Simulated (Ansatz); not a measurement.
**Relaxing FeO**

These are results of DFT PBE, scalar-relativistic, plane waves, PAW (Ansatz 0.2.0), not measurements.

The start is a database structure of FeO, space group I4/mmm (No. 139).

The final relaxation ran on this input, with the default PAW datasets:

```yaml
crystal:
  lattice:
    - [0.0, 2.1559376103, 2.1559376103]
    - [2.1559376103, 0.0, 2.1559376103]
    - [2.1559376103, 2.1559376103, 0.0]
  atoms:
    - { symbol: Fe, position: [0.0, 0.0, 0.0], spin: 3.8 }
    - { symbol: O, position: [0.5, 0.5, 0.5], spin: 0.35 }
basis:
  ecutwfc: 420
kpoints:
  mp_grid: { grid: [22, 22, 22] }
hamiltonian:
  xc: pbe
scf:
  occupations: { method: gaussian, width: 0.1 }
output:
  forces: true
  stress: true
  eigenvalues: true
  populations: true
magnetization:
  spin_polarized: true
relax:
  adjacent_minimum: "off"
  f_tol: 0.01
  max_steps: 80
  cell: { stress_tol: 0.05 }
```

Launched as:

```bash
ansatz run input.yaml --threads 1 --pin off --max-ram 2560MiB --backend cpu --events-out ev --progress --plain --runs-dir out
```

It took 72 s on 1 thread of Arm Neoverse V1, with other jobs on the host, peak memory 0.48 GiB.

The program printed at the end:

```
SCF converged after 7 iterations
Magnetization: 4.0001 μB (13.0001 up, 8.9999 down)
Absolute magnetization: 4.0124 μB (∫|ρ↑−ρ↓|, with the PAW one-centre terms)
Spin contamination: 0.0110 ħ² per cell (⟨S²⟩ above its minimum at these occupations)
Per-site moments (μB) at R_I (Å): [(3.448836, 0.888693), (0.321138, 0.888693)]
Free energy (F): -5047.120799 eV
Harris-Foulkes:  -5047.120799 eV  (|F-HF|=1.82e-12)
Internal energy: -5047.114192 eV  (E = F + TS)
E sigma→0 (E₀):  -5047.117495 eV
Entropy (-TS):   -0.006608 eV (-3.304 meV/atom)
Fermi energy:    14.652566 eV
--- Per-component energies (eV) ---
  E_band       = -266.262863
  E_kinetic    = 515.215774
  E_local      = -2597.136275  (includes V_loc(G=0)·N_el)
  E_nonlocal   = 279.430057
  E_hartree    = 1059.407691
  E_xc         = -187.949295
  E_vxc        = -241.024815  (∫ρ·V_xc dr)
  E_paw        = -1529.437694  (= ΣΔE_a)
  E_vpaw       = -341.566374  (= ΣTr[D̂ρ^β])
  E_aug_tail   = 0.003392  (compensation charges beyond the density's cutoff)
  E_ewald      = -2586.647840
  E_smearing   = -0.006608  (= −TS)
  E_closure    = 0.000000  (closes the sum)
  Σ components = -5047.120799   (vs F -5047.120799, Δ=0.00e0)
--- Forces (eV/Å), atoms counted from 1 ---
  atom   1  Fe     0.00000000     0.00000000     0.00000000
  atom   2  O      0.00000000     0.00000000     0.00000000
  max |Σ_I F_I| component: 8.52e-29 eV/Å
--- Stress (GPa, compression-positive) ---
       -0.014272       0.000000       0.000000
        0.000000      -0.014272       0.000000
        0.000000       0.000000      -0.014272
  P = ⅓ Tr σ = -0.0143 GPa (-0.143 kbar)
  k-point 0 ↑: bands = ["-75.2493", "-41.2813", "-41.2813", "-41.2813", "-6.1611", "10.7646", "10.7646", "10.7646", "10.7753", "10.7753", "10.7753", "10.9743", "10.9743", "14.6569", "29.8617", "31.6026", "31.6026", "31.6026"]
  k-point 1 ↑: bands = ["-75.2492", "-41.2824", "-41.2815", "-41.2815", "-6.1401", "10.3918", "10.4085", "10.4085", "10.8119", "10.8119", "11.0007", "11.3179", "11.3179", "14.8182", "29.4334", "31.5457", "31.5457", "31.8307"]
  k-point 2 ↑: bands = ["-75.2488", "-41.2856", "-41.2819", "-41.2819", "-6.0784", "9.8713", "9.9972", "9.9972", "10.8565", "10.8565", "11.1422", "11.7576", "11.7576", "15.2403", "28.5505", "31.3407", "31.3407", "32.1711"]
  k-point 327 ↓: bands = ["-71.0780", "-37.2532", "-37.2481", "-37.2334", "-4.3229", "8.3380", "8.6264", "9.0648", "14.4164", "14.7725", "15.4122", "15.7409", "16.4815", "23.2919", "24.2562", "24.5398", "27.4233", "34.4880"]
--- Relaxed structure (3 steps of the walk, 3 accepted, 1 SCFs on fresh bases) ---
  F+E_penalty+E_count = -5047.12079909 eV   max|allowed force component| = 4.575e-29 eV/Å   (the final SCF, on the basis selected at the relaxed cell)
  cell:  # Å, volume = 19.9992 Å³
    - [0.000000, 2.154407, 2.154407]
    - [2.154407, 0.000000, 2.154407]
    - [2.154407, 2.154407, 0.000000]
  atoms:
    - { symbol: Fe, position: [0.000000, 0.000000, 0.000000] }
    - { symbol: O, position: [0.500000, 0.500000, 0.500000] }
--- Löwdin populations: 2 sites ---
  site symbol q [e]    m [muB]
     0     Fe     14.8846     3.5859
     1      O      6.9927     0.4203
  spilling = 0.005577 (of n_electrons = 22.000000)
```

Absolute energies hang on the potentials; compare differences alone.

The result has space group Fm-3m (No. 225). Fe has 6 O at 2.15 Å; O is coordinated by 6 Fe at 2.15 Å.

Against the elements it lies at -0.83 eV/atom. The zero of energy is the elements' standard structures at the same level (O₂ as a molecule); no fitted shifts are applied.

For metals, differences of a few meV/atom aren't resolved.

Symmetry constrained the relaxation, so the result can be a saddle point.